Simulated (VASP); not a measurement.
Crystal: ZnO (zincite).

```
Zn O
1.0
     3.23676    0.00000    0.00000
    -1.61838    2.80312    0.00000
     0.00000    0.00000    5.22386
Zn O
2 2
Direct
  0.33333 0.66667 0.49998
  0.66667 0.33333 0.99998
  0.66667 0.33333 0.37903
  0.33333 0.66667 0.87903
```

Base run:

- Program: VASP 6.6.1
- Functional: PBE-EpsX
- Potentials or basis: VASP PAW PBE potentials, release 64 (Zn, O)
- Cutoff: 520 eV
- k mesh: 6 × 6 × 3
- Occupations: gaussian, width 0.03 eV
- Spin: no spin polarisation

Its results: band gap on the k mesh 2.39 eV, direct; pressure 3.5 GPa.

Q: The run is repeated on the same cell with these changes: functional from PBE-EpsX to PBE. What comes out?

A: Band gap on the k mesh 0.78 eV, direct; pressure 6.7 GPa.

PBE-EpsX gives the wider gap, since exact exchange removes part of the self-interaction.

Caveats: the PAW data sets were made with another functional, which shifts forces and pressure a little (some runs).
